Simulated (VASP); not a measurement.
Runs of VASP 6.6.1 on Si. The cell holds a slab with vacuum, 16 atoms: a = 7.734 Å, b = 3.867 Å, c = 24.170 Å, α = 90.00°, β = 90.00°, γ = 90.00°. The cell was built by a generator and needn't be a form met in nature.

| level | k mesh | further INCAR settings | grid for exact exchange (PRECFOCK) | screening parameter | mesh quality | gap on the mesh (eV) | largest force (eV/Å) |
| --- | --- | --- | --- | --- | --- | --- | --- |
| PBE | 6 × 11 × 1 | ALGO = Fast; EDIFF = 1e-06 | - | - | not flagged | 0.36 | (a) |
| PBE | 1 × 2 × 1 | ALGO = Fast; EDIFF = 1e-06 | - | - | coarse | 0.44 | 0.73 |
| HSE06 | 3 × 5 × 1 | ALGO = Normal; EDIFF = 1e-06 | Fast | 0.2 1/A | not flagged | 0.94 | 0.28 |
| PBE | 4 × 7 × 1 | ALGO = Fast; EDIFF = 1e-06 | - | - | not flagged | 0.34 | (b) |

Alike in all rows: task work function; potentials or basis VASP PAW PBE potentials, release 64 (Si); no spin polarisation; cell as given; cutoff (eV) 520; smearing gaussian 0.03 eV.

Fill in the values left out.

(a) 0.02; (b) 0.01.

Caveats: some runs use coarse meshes; the PAW data sets were made with another functional, which shifts forces and pressure a little (some runs).

A k mesh can miss the band edges.

Not every run made on this cell is shown here.
